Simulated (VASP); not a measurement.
# Os (Fm-3m) in VASP: a series of runs, part 2 of 3

VASP 6.6.1.

**3. Single point, PBE**

Contents of INCAR:

```
PREC = Accurate
ENCUT = 520
EDIFF = 1E-6
ISMEAR = -1
SIGMA = 0.03
LREAL = F
LASPH = T
NELM = 100
ALGO = Fast
ISIF = 2
LWAVE = F
LCHARG = F
GGA = PE
NBANDS = 10
```

Contents of KPOINTS:

```
Automatic mesh
0
Gamma
  8 8 8
```

Contents of POSCAR:

```
Os
1.0
    0.0000000000      1.9450000000      1.9450000000
    1.9450000000      0.0000000000      1.9450000000
    1.9450000000      1.9450000000      0.0000000000
Os
1
Direct
    0.0000000000      0.0000000000      0.0000000000
```

Potentials or basis: VASP PAW PBE potentials, release 64 (Os).

The run is started by

```
> cat potpaw_PBE.64/Os/POTCAR > POTCAR
> mpirun -np 1 vasp_std > vasp.out
```

OUTCAR:

```text
PREC = Accurate
   ENCUT = 520
   EDIFF = 1E-6
   ISMEAR = -1
   LREAL = F
   LASPH = T
   NELM = 100
   ISIF = 2
   GGA = PE

 ion  position               nearest neighbor table
   1  0.000  0.000  0.000-

  LATTYP: Found a face centered cubic cell.
 ALAT       =     3.8900000000

  Lattice vectors:

 A1 = (   0.0000000000,   1.9450000000,   1.9450000000)
 A2 = (   1.9450000000,   0.0000000000,   1.9450000000)
 A3 = (   1.9450000000,   1.9450000000,   0.0000000000)

Analysis of symmetry for initial positions (statically):
=====================================================================
 Subroutine PRICEL returns:
 Original cell was already a primitive cell.

 Routine SETGRP: Setting up the symmetry group for a
 face centered cubic supercell.

 Subroutine GETGRP returns: Found 48 space group operations
 (whereof 48 operations were pure point group operations)
 out of a pool of 48 trial point group operations.

The static configuration has the point symmetry O_h .

Analysis of symmetry for dynamics (positions and initial velocities):
=====================================================================
 Subroutine PRICEL returns:
 Original cell was already a primitive cell.

 Routine SETGRP: Setting up the symmetry group for a
 face centered cubic supercell.

 Subroutine GETGRP returns: Found 48 space group operations
 (whereof 48 operations were pure point group operations)
 out of a pool of 48 trial point group operations.

The dynamic configuration has the point symmetry O_h .

 Subroutine INISYM returns: Found 48 space group operations
 (whereof 48 operations are pure point group operations),
 and found     1 'primitive' translations

----------------------------------------------------------------------------------------

                                     Primitive cell

  volume of cell :      14.7160

  direct lattice vectors                    reciprocal lattice vectors
     0.000000000  1.945000000  1.945000000    -0.257069409  0.257069409  0.257069409
     1.945000000  0.000000000  1.945000000     0.257069409 -0.257069409  0.257069409
     1.945000000  1.945000000  0.000000000     0.257069409  0.257069409 -0.257069409

  length of vectors
     2.750645379  2.750645379  2.750645379     0.445257277  0.445257277  0.445257277

  position of ions in fractional coordinates (direct lattice)
     0.000000000  0.000000000  0.000000000

  ion indices of the primitive-cell ions
   primitive index   ion index
                 1           1

----------------------------------------------------------------------------------------

 KPOINTS: Automatic mesh

Automatic generation of k-mesh.
 Grid dimensions read from file:
 generate k-points for:    8    8    8

 Generating k-lattice:

  Cartesian coordinates                     Fractional coordinates (reciprocal lattice)
    -0.032133676  0.032133676  0.032133676     0.125000000  0.000000000  0.000000000
     0.032133676 -0.032133676  0.032133676     0.000000000  0.125000000  0.000000000
     0.032133676  0.032133676 -0.032133676     0.000000000  0.000000000  0.125000000

  Length of vectors
     0.055657160  0.055657160  0.055657160

  Shift w.r.t. Gamma in fractional coordinates (k-lattice)
     0.000000000  0.000000000  0.000000000

 Subroutine IBZKPT returns following result:
 ===========================================

 Found     29 irreducible k-points:

 Following reciprocal coordinates:
            Coordinates               Weight
  0.000000  0.000000  0.000000      1.000000
  0.125000  0.000000  0.000000      8.000000
  0.250000  0.000000  0.000000      8.000000
  0.375000  0.000000  0.000000      8.000000
  0.500000  0.000000  0.000000      4.000000
  0.125000  0.125000  0.000000      6.000000
[... 16 lines left out ...]
  0.500000  0.250000  0.125000     48.000000
 -0.375000  0.250000  0.125000     24.000000
 [... further k-points ...]
   k-points           NKPTS =     29   k-points in BZ     NKDIM =     29   number of bands    NBANDS=     10
   number of dos      NEDOS =    301   number of ions     NIONS =      1
   total plane-waves  NPLWV =   8000
   dimension x,y,z NGX =    20 NGY =   20 NGZ =   20
   dimension x,y,z NGXF=    40 NGYF=   40 NGZF=   40
   ions per type =               1
   NGX,Y,Z   is equivalent  to a cutoff of  12.09, 12.09, 12.09 a.u.
   NGXF,Y,Z  is equivalent  to a cutoff of  24.18, 24.18, 24.18 a.u.
 SYSTEM =  unknown system
   PREC   = accura    normal or accurate (medium, high low for compatibility)
   ISTART =      0    job   : 0-new  1-cont  2-samecut
   ICHARG =      2    charge: 1-file 2-atom 10-const
   ISPIN  =      1    spin polarized calculation?
   LNONCOLLINEAR =      F non collinear calculations
   LSORBIT =      F    spin-orbit coupling
   LASPH  =      T    aspherical Exc in radial PAW
   ENCUT  =  520.0 eV  38.22 Ry    6.18 a.u.   5.11  5.11  5.11*2*pi/ulx,y,z
   NELM   =    100;   NELMIN=  2; NELMDL= -5     # of ELM steps
   EDIFF  = 0.1E-05   stopping-criterion for ELM
   LREAL  =      F    real-space projection
   EDIFFG = 0.1E-04   stopping-criterion for IOM
   NSW    =      0    number of steps for IOM
   IBRION =     -1    ionic relax: 0-MD 1-quasi-New 2-CG
   NFREE  =      0    steps in history (QN), initial steepest desc. (CG)
   ISIF   =      2    stress and relaxation
   ISYM   =      2    0-nonsym 1-usesym 2-fastsym
   POTIM  = 0.5000    time-step for ionic-motion
   TEBEG  =    0.0;   TEEND  =   0.0 temperature during run
   PSTRESS=    0.0 pullay stress
   NELECT =       8.0000    total number of electrons
   NUPDOWN=      -1.0000    fix difference up-down
   EMIN   =  10.00;   EMAX   =-10.00  energy-range for DOS
   EFERMI =   0.00;   METHOD = LEGACY
   ISMEAR =    -1;   SIGMA  =   0.03  broadening in eV -4-tet -1-fermi 0-gaus
   EFERMI_NEDOS =   21; number of points for ismear=-14 and -15
   IALGO  =     68    algorithm
   IMIX   =      4    mixing-type and parameters
     AMIX     =   0.40;   BMIX     =  1.00
     AMIX_MAG =   1.60;   BMIX_MAG =  1.00
  volume/ion in A,a.u.               =      14.72        99.31
  Fermi-wavevector in a.u.,A,eV,Ry     =   1.336109  2.524880 24.288947  1.785187
  Thomas-Fermi vector in A             =   2.464761
   LORBIT       =      0    0 simple, 1 ext, 2 COOP (PROOUT), +10 PAW based schemes
   GGA     = PE    functional components
   LHFCALC =     F    Hartree Fock is set to
   AEXX    =    0.0000 exact exchange contribution
   IVDW    =     0    specifies the selected vdW correction
   LEPSILON=     F    determine dielectric tensor
   LRPA    =     F    only Hartree local field effects (RPA)
 non-spin polarized calculation
 RMM-DIIS sequential band-by-band and
  energy-cutoff  :      520.00
  volume of cell :       14.72
 maximum number of plane-waves:       415
   NGX = 11   NGY = 11   NGZ = 11

 number of electron       8.0000001 magnetization

 Free energy of the ion-electron system (eV)
  ---------------------------------------------------
  ext. energy  EPLUGINS =         0.00000000
  ---------------------------------------------------
  free energy    TOTEN  =       -11.11219706 eV

  energy without entropy =      -11.10666644  energy(sigma->0) =      -11.10943175

 E-fermi :   8.4080     XC(G=0): -13.7669

 val. band max:        8.3993702178   @ k =   0.5000   0.0000   0.0000
 cond. band min:       8.4449789543   @ k =  -0.2500   0.2500   0.0000
 fundamental gap:      0.0456087365
 Fermi energy:         8.4080070867

 k-point     1 :       0.0000    0.0000    0.0000
  band No.  band energies     occupation
      1      -1.7702      2.00000
      2       5.8114      2.00000
      3       5.8114      2.00000
      4       5.8114      2.00000
      5       8.6212      0.00164
      6       8.6212      0.00164
      7      22.8961      0.00000
      8      28.3953      0.00000
      9      28.3953      0.00000
     10      28.3953      0.00000
[... 287 lines left out ...]
 k-point    24 :      -0.3750    0.2500    0.1250
  band No.  band energies     occupation
      1       2.8705      2.00000
      2       4.2802      2.00000
      3       5.9355      2.00000
      4       7.1116      2.00000
      5      10.4976      0.00000
      6      14.7050      0.00000
      7      16.2391      0.00000
      8      24.7345      0.00000
      9      25.0995      0.00000
     10      28.5347      0.00000

 [... further k-points ...]

------------------------ aborting loop because EDIFF is reached ----------------------------------------

  FORCE on cell =-STRESS in cart. coord.  units (eV):
  Direction    XX          YY          ZZ          XY          YZ          ZX
  --------------------------------------------------------------------------------------
  -------------------------------------------------------------------------------------
  Total       -0.9227964     -0.9227964     -0.9227964      0.0000000      0.0000000      0.0000000
  in kB     -100.4679771   -100.4679771   -100.4679771      0.0000000      0.0000000      0.0000000
  external PRESSURE =    -100.4679771 kB  Pullay stress =       0.0000000 kB

 VOLUME and BASIS-vectors are now :
 -----------------------------------------------------------------------------
  energy-cutoff  :      520.00
  volume of cell :       14.72
      direct lattice vectors                 reciprocal lattice vectors
     0.000000000  1.945000000  1.945000000    -0.257069409  0.257069409  0.257069409
     1.945000000  0.000000000  1.945000000     0.257069409 -0.257069409  0.257069409
     1.945000000  1.945000000  0.000000000     0.257069409  0.257069409 -0.257069409

 POSITION                                       TOTAL-FORCE (eV/Angst)
 -----------------------------------------------------------------------------------
      0.00000      0.00000      0.00000         0.000000     -0.000000     -0.000000
 -----------------------------------------------------------------------------------
    total drift:                                0.000000      0.000000     -0.000000

  FREE ENERGIE OF THE ION-ELECTRON SYSTEM (eV)
  ---------------------------------------------------
  free  energy   TOTEN  =       -11.1121970606 eV

  energy  without entropy=      -11.1066664350  energy(sigma->0) =      -11.10943175
```

OSZICAR:

```text
N       E                     dE             d eps       ncg     rms          rms(c)
DAV:   1     0.380355628863E+02    0.38036E+02   -0.42992E+03   580   0.756E+02
DAV:   2    -0.106845575638E+02   -0.48720E+02   -0.45595E+02   602   0.202E+02
DAV:   3    -0.118460076718E+02   -0.11615E+01   -0.11526E+01   688   0.292E+01
DAV:   4    -0.118496573527E+02   -0.36497E-02   -0.36493E-02   628   0.182E+00
DAV:   5    -0.118496703242E+02   -0.12971E-04   -0.12972E-04   662   0.103E-01    0.147E+01
RMM:   6    -0.112722316061E+02    0.57744E+00   -0.31027E-01   581   0.436E+00    0.597E+00
RMM:   7    -0.111153539257E+02    0.15688E+00   -0.30911E-01   588   0.376E+00    0.302E-01
RMM:   8    -0.111137657324E+02    0.15882E-02   -0.12257E-02   612   0.145E+00    0.557E-01
RMM:   9    -0.111125381376E+02    0.12276E-02   -0.15596E-03   630   0.312E-01    0.115E-01
RMM:  10    -0.111122001552E+02    0.33798E-03   -0.47251E-04   607   0.194E-01    0.540E-02
RMM:  11    -0.111121965767E+02    0.35785E-05   -0.24835E-05   650   0.687E-02    0.533E-02
RMM:  12    -0.111121978668E+02   -0.12901E-05   -0.56967E-06   612   0.177E-02    0.153E-02
RMM:  13    -0.111121970606E+02    0.80621E-06   -0.85731E-07   419   0.971E-03
   1 F= -.11112197E+02 E0= -.11109432E+02  d E =-.553063E-02
```

stdout:

```text
POSCAR found type information on POSCAR Os
 POSCAR found :  1 types and       1 ions
 scaLAPACK will be used
 LDA part: xc-table for (Slater+PW92), standard interpolation
 POSCAR, INCAR and KPOINTS ok, starting setup
 FFT: planning ... GRIDC
 FFT: planning ... GRID_SOFT
 FFT: planning ... GRID
 WAVECAR not read
 entering main loop
```

Wall time 3.8 s (1 thread of Intel Xeon Platinum 8488C (Sapphire Rapids), shared host); peak memory 0.12 GiB.

Results:

- Free energy: -11.1122 eV
- Pressure: -10.0 GPa
- Band gap on the k mesh: none (metal or under the smearing width)

**4. Single point, PBE (volume scaled by 0.96)**

Contents of INCAR:

```
SYSTEM = Os
ALGO = Fast ; EDIFF = 1E-6
ENCUT = 520 ; GGA = PE
ISIF = 2 ; ISMEAR = -1
LASPH = .TRUE. ; LCHARG = .FALSE.
LREAL = .FALSE. ; LWAVE = .FALSE.
NBANDS = 10 ; NELM = 100
PREC = Accurate ; SIGMA = 0.05
```

Contents of KPOINTS:

```
k-points
0
G
  12 12 12
  0 0 0
```

Contents of POSCAR:

```
Os
1.0
    0.0000000000      1.9187129938      1.9187129938
    1.9187129938      0.0000000000      1.9187129938
    1.9187129938      1.9187129938      0.0000000000
Os
1
Direct
    0.0000000000      0.0000000000      0.0000000000
```

The run is started by

```
> cat potpaw_PBE.64/Os/POTCAR > POTCAR
> mpirun -np 1 vasp_std > vasp.out
```

It took 4.4 s on 1 thread of Intel Xeon 6975P-C (Granite Rapids), shared host; peak memory 0.13 GiB.

The run converged. Its results:

* Free energy: -11.1287 eV
* Pressure: 5.5 GPa
* Band gap on the k mesh: none (metal or under the smearing width)

Levels at points of the mesh, in eV from the Fermi level:
| k point | band 1 | band 2 | band 3 | band 4 | band 5 | band 6 | band 7 | band 8 | band 9 |
| --- | --- | --- | --- | --- | --- | --- | --- | --- | --- |
| (0.00, 0.00, 0.00) | -10.81 | -3.03 | -3.03 | -3.03 | -0.02 | -0.02 | 14.18 | 19.95 | 19.95 |
| (0.50, 0.00, 0.00) | -7.69 | -3.19 | -3.19 | -0.29 | 2.36 | 2.36 | 8.83 | 13.71 | 20.22 |
| (0.50, 0.50, 0.00) | -7.58 | -6.87 | 2.26 | 2.32 | 3.04 | 3.04 | 12.09 | 12.15 | 12.15 |

**5. Single point, PBE**

Contents of INCAR:

```
ALGO     = Normal         # electronic algorithm
EDIFF    = 1E-6           # SCF threshold, eV
ENCUT    = 520            # plane-wave cutoff, eV
GGA      = PE             # functional
ISIF     = 2              # what is computed and relaxed
ISMEAR   = -1             # smearing method
LASPH    = True           # aspherical terms in the spheres
LCHARG   = False          # write CHGCAR
LREAL    = False          # projectors in reciprocal space
LWAVE    = False          # write WAVECAR
NBANDS   = 10             # bands
NELM     = 80             # most SCF steps
PREC     = Accurate       # precision mode
SIGMA    = 0.05           # smearing width, eV
```

Contents of KPOINTS:

```
k-points
0
Gamma
  12 12 12
```

Contents of POSCAR:

```
Os
1.0
    0.0000000000      1.9450000000      1.9450000000
    1.9450000000      0.0000000000      1.9450000000
    1.9450000000      1.9450000000      0.0000000000
Os
1
Direct
    0.0000000000      0.0000000000      0.0000000000
```

The run is started by

```
> cat potpaw_PBE.64/Os/POTCAR > POTCAR
> mpirun -np 1 vasp_std > vasp.out
```

Wall time 3.5 s (1 thread of Intel Xeon 6975P-C (Granite Rapids), shared host); peak memory 0.13 GiB.

Results (log left out):

| Property | Result |
| --- | --- |
| Free energy | -11.1193 eV |
| Pressure | -10.3 GPa |
| Band gap on the k mesh | none (metal or under the smearing width) |

Levels at points of the mesh, in eV from the Fermi level:
```csv
k point,band 2,band 3,band 4,band 5,band 6,band 7
"(0.00, 0.00, 0.00)",-2.86,-2.86,-2.86,-0.03,-0.03,14.20
"(0.50, 0.00, 0.00)",-3.00,-3.00,-0.27,2.20,2.20,8.31
"(0.50, 0.50, 0.00)",-6.48,2.16,2.18,2.83,2.83,11.42
```

Spin-orbit coupling is left out, which matters for the levels of Os.

(Part 2 of 3 ends here.)
